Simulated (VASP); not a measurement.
# Ti in VASP: notebook

The runs below take Ti through work function, with PBE.

Program: VASP 6.6.1. These are calculated values, not measurements. Logs are shortened: lines on timing, memory, paths and dates and some standing lists are left out, and cuts for length are marked.

**1. The structure**

The cell holds a slab with vacuum, 6 atoms: a = 2.950 Å, b = 2.950 Å, c = 26.715 Å, α = 90.00°, β = 90.00°, γ = 120.00°.

The slab is cut from a database's or a generator's crystal, which needn't be the stable form of the element.

**2. Work function, PBE**

INCAR reads:

```
SYSTEM = Ti
PREC = Accurate ; ENCUT = 520
EDIFF = 1E-6 ; ISMEAR = -1
SIGMA = 0.05 ; LREAL = .FALSE.
LASPH = .TRUE. ; NELM = 80
ALGO = Normal ; ISIF = 2
LWAVE = .FALSE. ; LCHARG = .FALSE.
LDIPOL = .TRUE. ; IDIPOL = 3
DIPOL = 0.5 0.5 0.500 ; GGA = PE
EFIELD = -0.1 ; LVHAR = .TRUE.
LVACPOTAV = .TRUE.
```

KPOINTS reads:

```
regular mesh
0
G
  10 10 1
  0 0 0
```

POSCAR reads:

```
Ti
1.0
    2.9499978604      0.0000000000      0.0000000000
   -1.4749989302      2.5547730882      0.0000000000
    0.0000000000      0.0000000000     26.7150000000
Ti
6
Direct
    0.6666666667      0.3333333334      0.2807411567
    0.3333333333      0.6666666666      0.3684446940
    0.6666666667      0.3333333334      0.4561482313
    0.3333333333      0.6666666666      0.5438517687
    0.6666666667      0.3333333334      0.6315553060
    0.3333333333      0.6666666666      0.7192588433
```

Potentials or basis: VASP PAW PBE potentials, release 64 (Ti_sv).

Run with:

```console
> cat potpaw_PBE.64/Ti_sv/POTCAR > POTCAR
> mpirun -np 1 vasp_std > vasp.out
```

OUTCAR:

```text
SYSTEM = Ti
   PREC = Accurate
   ENCUT = 520
   EDIFF = 1E-6
   ISMEAR = -1
   LREAL = .FALSE.
   LASPH = .TRUE.
   NELM = 80
   ISIF = 2
   GGA = PE

 ion  position               nearest neighbor table
   1  0.667  0.333  0.281-   2 2.90   2 2.90   2 2.90
   2  0.333  0.667  0.368-   1 2.90   1 2.90   3 2.90   3 2.90   1 2.90   3 2.90
   3  0.667  0.333  0.456-   2 2.90   2 2.90   2 2.90   4 2.90   4 2.90   4 2.90
   4  0.333  0.667  0.544-   5 2.90   5 2.90   5 2.90   3 2.90   3 2.90   3 2.90
   5  0.667  0.333  0.632-   6 2.90   6 2.90   4 2.90   4 2.90   6 2.90   4 2.90
   6  0.333  0.667  0.719-   5 2.90   5 2.90   5 2.90

  LATTYP: Found a hexagonal cell.
 ALAT       =     2.9499978604
 C/A-ratio  =     9.0559387716

  Lattice vectors:

 A1 = (   2.9499978604,   0.0000000000,   0.0000000000)
 A2 = (  -1.4749989302,   2.5547730882,   0.0000000000)
 A3 = (   0.0000000000,   0.0000000000,  26.7150000000)

Analysis of symmetry for initial positions (statically):
=====================================================================
 Subroutine PRICEL returns:
 Original cell was already a primitive cell.

 Routine SETGRP: Setting up the symmetry group for a
 hexagonal supercell.

 Subroutine GETGRP returns: Found 12 space group operations
 (whereof 12 operations were pure point group operations)
 out of a pool of 24 trial point group operations.

The static configuration has the point symmetry D_3d.

Analysis of symmetry for dynamics (positions and initial velocities):
=====================================================================
 An external electric field (EFIELD) may reduce the allowed symmetry operations
 Subroutine PRICEL returns:
 Original cell was already a primitive cell.

 Routine SETGRP: Setting up the symmetry group for a
 hexagonal supercell.

 Subroutine GETGRP returns: Found  6 space group operations
 (whereof  6 operations were pure point group operations)
 out of a pool of 24 trial point group operations.

The dynamic configuration has the point symmetry C_3v.

 Subroutine INISYM returns: Found  6 space group operations
 (whereof  6 operations are pure point group operations),
 and found     1 'primitive' translations

----------------------------------------------------------------------------------------

                                     Primitive cell

  volume of cell :     201.3396

  direct lattice vectors                    reciprocal lattice vectors
     2.949997860  0.000000000  0.000000000     0.338983297  0.195712098  0.000000000
    -1.474998930  2.554773088  0.000000000     0.000000000  0.391424195  0.000000000
     0.000000000  0.000000000 26.715000000     0.000000000  0.000000000  0.037432154

  length of vectors
     2.949997860  2.949997860 26.715000000     0.391424195  0.391424195  0.037432154

  position of ions in fractional coordinates (direct lattice)
     0.666666667  0.333333333  0.280741157
     0.333333333  0.666666667  0.368444694
     0.666666667  0.333333333  0.456148231
     0.333333333  0.666666667  0.543851769
     0.666666667  0.333333333  0.631555306
     0.333333333  0.666666667  0.719258843

  ion indices of the primitive-cell ions
   primitive index   ion index
                 1           1
                 2           2
                 3           3
                 4           4
                 5           5
                 6           6

----------------------------------------------------------------------------------------

 KPOINTS: regular mesh

Automatic generation of k-mesh.
 Grid dimensions read from file:
 generate k-points for:   10   10    1

 Generating k-lattice:

  Cartesian coordinates                     Fractional coordinates (reciprocal lattice)
     0.033898330  0.019571210  0.000000000     0.100000000 -0.000000000  0.000000000
     0.000000000  0.039142420  0.000000000     0.000000000  0.100000000  0.000000000
     0.000000000  0.000000000  0.037432154     0.000000000  0.000000000  1.000000000

  Length of vectors
     0.039142420  0.039142420  0.037432154

  Shift w.r.t. Gamma in fractional coordinates (k-lattice)
     0.000000000  0.000000000  0.000000000

 Subroutine IBZKPT returns following result:
 ===========================================

 Found     14 irreducible k-points:

 Following reciprocal coordinates:
            Coordinates               Weight
  0.000000  0.000000  0.000000      1.000000
  0.100000  0.000000  0.000000      6.000000
  0.200000  0.000000  0.000000      6.000000
  0.300000  0.000000  0.000000      6.000000
  0.400000  0.000000  0.000000      6.000000
  0.500000  0.000000  0.000000      3.000000
  0.100000  0.100000  0.000000      6.000000
  0.200000  0.100000  0.000000     12.000000
  0.300000  0.100000  0.000000     12.000000
  0.400000  0.100000  0.000000     12.000000
  0.200000  0.200000  0.000000      6.000000
  0.300000  0.200000  0.000000     12.000000
  0.400000  0.200000  0.000000      6.000000
  0.300000  0.300000  0.000000      6.000000
   k-points           NKPTS =     14   k-points in BZ     NKDIM =     14   number of bands    NBANDS=     43
   number of dos      NEDOS =    301   number of ions     NIONS =      6
   total plane-waves  NPLWV = 115200
   dimension x,y,z NGX =    24 NGY =   24 NGZ =  200
   dimension x,y,z NGXF=    48 NGYF=   48 NGZF=  400
   ions per type =               6
   NGX,Y,Z   is equivalent  to a cutoff of  13.53, 13.53, 12.45 a.u.
   NGXF,Y,Z  is equivalent  to a cutoff of  27.05, 27.05, 24.89 a.u.
 SYSTEM =  Ti
   PREC   = accura    normal or accurate (medium, high low for compatibility)
   ISTART =      0    job   : 0-new  1-cont  2-samecut
   ICHARG =      2    charge: 1-file 2-atom 10-const
   ISPIN  =      1    spin polarized calculation?
   LNONCOLLINEAR =      F non collinear calculations
   LSORBIT =      F    spin-orbit coupling
   LASPH  =      T    aspherical Exc in radial PAW
   ENCUT  =  520.0 eV  38.22 Ry    6.18 a.u.   5.49  5.49 49.67*2*pi/ulx,y,z
   NELM   =     80;   NELMIN=  2; NELMDL= -5     # of ELM steps
   EDIFF  = 0.1E-05   stopping-criterion for ELM
   LREAL  =      F    real-space projection
   EDIFFG = 0.1E-04   stopping-criterion for IOM
   NSW    =      0    number of steps for IOM
   IBRION =     -1    ionic relax: 0-MD 1-quasi-New 2-CG
   NFREE  =      0    steps in history (QN), initial steepest desc. (CG)
   ISIF   =      2    stress and relaxation
   ISYM   =      2    0-nonsym 1-usesym 2-fastsym
   POTIM  = 0.5000    time-step for ionic-motion
   TEBEG  =    0.0;   TEEND  =   0.0 temperature during run
   PSTRESS=    0.0 pullay stress
   NELECT =      72.0000    total number of electrons
   NUPDOWN=      -1.0000    fix difference up-down
   EMIN   =  10.00;   EMAX   =-10.00  energy-range for DOS
   EFERMI =   0.00;   METHOD = LEGACY
   ISMEAR =    -1;   SIGMA  =   0.05  broadening in eV -4-tet -1-fermi 0-gaus
   EFERMI_NEDOS =   21; number of points for ismear=-14 and -15
   IALGO  =     38    algorithm
   IMIX   =      4    mixing-type and parameters
     AMIX     =   0.40;   BMIX     =  1.00
     AMIX_MAG =   1.60;   BMIX_MAG =  1.00
  volume/ion in A,a.u.               =      33.56       226.45
  Fermi-wavevector in a.u.,A,eV,Ry     =   1.162008  2.195877 18.371450  1.350263
  Thomas-Fermi vector in A             =   2.298574
   LORBIT       =      0    0 simple, 1 ext, 2 COOP (PROOUT), +10 PAW based schemes
   GGA     = PE    functional components
   LHFCALC =     F    Hartree Fock is set to
   AEXX    =    0.0000 exact exchange contribution
   IVDW    =     0    specifies the selected vdW correction
   LEPSILON=     F    determine dielectric tensor
   LRPA    =     F    only Hartree local field effects (RPA)
 non-spin polarized calculation
  energy-cutoff  :      520.00
  volume of cell :      201.34
 maximum number of plane-waves:      5535
 NGX is ok and might be reduce to    24
   NGX = 11   NGY = 11   NGZ = 99

 dipolmoment           0.000000      0.000000      0.043708 electrons x Angstroem

 number of electron      72.0000002 magnetization

 dipolmoment           0.000000      0.000000     -0.068224 electrons x Angstroem

 Free energy of the ion-electron system (eV)
  ---------------------------------------------------
  ext. energy  EPLUGINS =         0.00000000
  ---------------------------------------------------
  free energy    TOTEN  =       -45.07683699 eV

  energy without entropy =      -44.99069335  energy(sigma->0) =      -45.03376517

 E-fermi :   2.3260     XC(G=0):  -6.7943

 val. band max:        2.3061342842   @ k =   0.1000   0.1000   0.0000
 cond. band min:       2.3503300674   @ k =   0.1000   0.0000   0.0000
 fundamental gap:      0.0441957832
 Fermi energy:         2.3260347075

 k-point     1 :       0.0000    0.0000    0.0000
  band No.  band energies     occupation
      1     -54.6630      2.00000
      2     -54.6623      2.00000
      3     -54.5228      2.00000
      4     -54.4818      2.00000
      5     -54.4405      2.00000
      6     -54.4182      2.00000
[... 35 lines left out ...]
     42       3.0947      0.00000
     43       3.1147      0.00000

 k-point     2 :       0.1000    0.0000    0.0000
  band No.  band energies     occupation
      1     -54.6563      2.00000
      2     -54.6555      2.00000
      3     -54.5143      2.00000
      4     -54.4749      2.00000
      5     -54.4352      2.00000
      6     -54.4141      2.00000
[... 35 lines left out ...]
     42       3.1576      0.00000
     43       3.2648      0.00000

 k-point     3 :       0.2000    0.0000    0.0000
  band No.  band energies     occupation
      1     -54.6385      2.00000
      2     -54.6377      2.00000
      3     -54.4916      2.00000
      4     -54.4566      2.00000
      5     -54.4215      2.00000
      6     -54.4039      2.00000
[... 459 lines left out ...]
      6     -54.3837      2.00000
[... 35 lines left out ...]
     42       2.9368      0.00001
     43       2.9407      0.00001

 k-point    14 :       0.3000    0.3000    0.0000
  band No.  band energies     occupation
      1     -54.5841      2.00000
      2     -54.5833      2.00000
      3     -54.4070      2.00000
      4     -54.3994      2.00000
      5     -54.3845      2.00000
      6     -54.3834      2.00000
[... 35 lines left out ...]
     42       2.6779      0.00175
     43       2.7211      0.00074

------------------------ aborting loop because EDIFF is reached ----------------------------------------

  FORCE on cell =-STRESS in cart. coord.  units (eV):
  Direction    XX          YY          ZZ          XY          YZ          ZX
  --------------------------------------------------------------------------------------
  -------------------------------------------------------------------------------------
  Total       -2.5763373     -2.5763373     -3.3697889     -0.0000000      0.0000000      0.0000000
  in kB      -20.5014267    -20.5014267    -26.8153869     -0.0000000      0.0000000      0.0000000
  external PRESSURE =     -22.6060801 kB  Pullay stress =       0.0000000 kB

 VOLUME and BASIS-vectors are now :
 -----------------------------------------------------------------------------
  energy-cutoff  :      520.00
  volume of cell :      201.34
      direct lattice vectors                 reciprocal lattice vectors
     2.949997860  0.000000000  0.000000000     0.338983297  0.195712098  0.000000000
    -1.474998930  2.554773088  0.000000000     0.000000000  0.391424195  0.000000000
     0.000000000  0.000000000 26.715000000     0.000000000  0.000000000  0.037432154

 POSITION                                       TOTAL-FORCE (eV/Angst)
 -----------------------------------------------------------------------------------
      1.47500      0.85159      7.50000         0.000000      0.000000      0.625810
     -0.00000      1.70318      9.84300         0.000000      0.000000     -0.591569
      1.47500      0.85159     12.18600         0.000000     -0.000000      0.070190
     -0.00000      1.70318     14.52900         0.000000     -0.000000     -0.071398
      1.47500      0.85159     16.87200        -0.000000      0.000000      0.590147
     -0.00000      1.70318     19.21500         0.000000     -0.000000     -0.623179
 -----------------------------------------------------------------------------------
    total drift:                                0.000000      0.000000     -0.000643

  FREE ENERGIE OF THE ION-ELECTRON SYSTEM (eV)
  ---------------------------------------------------
  free  energy   TOTEN  =       -45.0768369909 eV

  energy  without entropy=      -44.9906933491  energy(sigma->0) =      -45.03376517
```

Wall time 6.3 min (1 thread of Intel Xeon Platinum 8375C at 2.90GHz (Ice Lake), shared host); peak memory 0.36 GiB.

What came out:

* Free energy: -45.0768 eV
* Largest force: 0.626 eV/Å
* Band gap on the k mesh: none (metal or under the smearing width)

Forces in eV/Å, atoms in the order of the input:
```
Ti   0.000  0.000  0.626
Ti   0.000  0.000 -0.592
Ti   0.000  0.000  0.070
Ti   0.000  0.000 -0.071
Ti   0.000  0.000  0.590
Ti   0.000  0.000 -0.623
```

Levels at points of the mesh, in eV from the Fermi level:
| k point | band 32 | band 33 | band 34 | band 35 | band 36 | band 37 | band 38 | band 39 | band 40 | band 41 |
| --- | --- | --- | --- | --- | --- | --- | --- | --- | --- | --- |
| (0.00, 0.00, 0.00) | -0.09 | 0.19 | 0.28 | 0.55 | 0.61 | 0.67 | 0.67 | 0.68 | 0.68 | 0.77 |
| (0.50, 0.00, 0.00) | -1.18 | -0.90 | -0.84 | -0.83 | 0.14 | 0.34 | 0.62 | 0.95 | 0.95 | 1.07 |

**3. Work function, PBE**

INCAR, as its differences from that of step 2:

```diff
@@ -9,3 +9,3 @@
 DIPOL = 0.5 0.5 0.500 ; GGA = PE
-EFIELD = -0.1 ; LVHAR = .TRUE.
+EFIELD = 0 ; LVHAR = .TRUE.
 LVACPOTAV = .TRUE.
```

KPOINTS is that of step 2.

POSCAR is that of step 2.

Potentials or basis: VASP PAW PBE potentials, release 64 (Ti_sv).

Run with:

```console
> cat potpaw_PBE.64/Ti_sv/POTCAR > POTCAR
> mpirun -np 1 vasp_std > vasp.out
```

OUTCAR:

```text
SYSTEM = Ti
   PREC = Accurate
   ENCUT = 520
   EDIFF = 1E-6
   ISMEAR = -1
   LREAL = .FALSE.
   LASPH = .TRUE.
   NELM = 80
   ISIF = 2
   GGA = PE

 ion  position               nearest neighbor table
   1  0.667  0.333  0.281-   2 2.90   2 2.90   2 2.90
   2  0.333  0.667  0.368-   1 2.90   1 2.90   3 2.90   3 2.90   1 2.90   3 2.90
   3  0.667  0.333  0.456-   2 2.90   2 2.90   2 2.90   4 2.90   4 2.90   4 2.90
   4  0.333  0.667  0.544-   5 2.90   5 2.90   5 2.90   3 2.90   3 2.90   3 2.90
   5  0.667  0.333  0.632-   6 2.90   6 2.90   4 2.90   4 2.90   6 2.90   4 2.90
   6  0.333  0.667  0.719-   5 2.90   5 2.90   5 2.90
[... 842 lines left out ...]
  Total       -2.5760987     -2.5760987     -3.3657079      0.0000000     -0.0000000      0.0000000
  in kB      -20.4995279    -20.4995279    -26.7829120      0.0000000     -0.0000000      0.0000000
  external PRESSURE =     -22.5939893 kB  Pullay stress =       0.0000000 kB

 VOLUME and BASIS-vectors are now :
 -----------------------------------------------------------------------------
  energy-cutoff  :      520.00
  volume of cell :      201.34
      direct lattice vectors                 reciprocal lattice vectors
     2.949997860  0.000000000  0.000000000     0.338983297  0.195712098  0.000000000
    -1.474998930  2.554773088  0.000000000     0.000000000  0.391424195  0.000000000
     0.000000000  0.000000000 26.715000000     0.000000000  0.000000000  0.037432154

 POSITION                                       TOTAL-FORCE (eV/Angst)
 -----------------------------------------------------------------------------------
      1.47500      0.85159      7.50000         0.000000      0.000000      0.625152
     -0.00000      1.70318      9.84300        -0.000000      0.000000     -0.591304
      1.47500      0.85159     12.18600        -0.000000     -0.000000      0.070490
     -0.00000      1.70318     14.52900         0.000000      0.000000     -0.070490
      1.47500      0.85159     16.87200         0.000000      0.000000      0.591304
     -0.00000      1.70318     19.21500         0.000000     -0.000000     -0.625152
 -----------------------------------------------------------------------------------
    total drift:                                0.000000      0.000000      0.000000

  FREE ENERGIE OF THE ION-ELECTRON SYSTEM (eV)
  ---------------------------------------------------
  free  energy   TOTEN  =       -45.0734314392 eV

  energy  without entropy=      -44.9872928060  energy(sigma->0) =      -45.03036212

 vacuum level on the upper side and lower side of the slab         6.744         6.744
```

Run time: 4 min. Hardware: 1 thread of Intel Xeon Platinum 8375C at 2.90GHz (Ice Lake), shared host; peak memory 0.36 GiB.

What came out:

```yaml
Free_energy: -45.0734 eV
Largest_force: 0.625 eV/Å
Band_gap_on_the_k_mesh: none (metal or under the smearing width)
Work_function_of_the_upper_face: 4.42 eV
Work_function_of_the_lower_face: 4.42 eV
```

Forces in eV/Å, atoms in the order of the input:
```
Ti   0.000  0.000  0.625
Ti   0.000  0.000 -0.591
Ti   0.000  0.000  0.070
Ti   0.000  0.000 -0.070
Ti   0.000  0.000  0.591
Ti   0.000  0.000 -0.625
```

Levels at points of the mesh, in eV from the Fermi level:
| k point | band 32 | band 33 | band 34 | band 35 | band 36 | band 37 | band 38 | band 39 | band 40 | band 41 |
| --- | --- | --- | --- | --- | --- | --- | --- | --- | --- | --- |
| (0.00, 0.00, 0.00) | -0.09 | 0.19 | 0.28 | 0.55 | 0.61 | 0.67 | 0.67 | 0.68 | 0.68 | 0.77 |
| (0.50, 0.00, 0.00) | -1.18 | -0.90 | -0.84 | -0.83 | 0.14 | 0.34 | 0.62 | 0.95 | 0.95 | 1.07 |
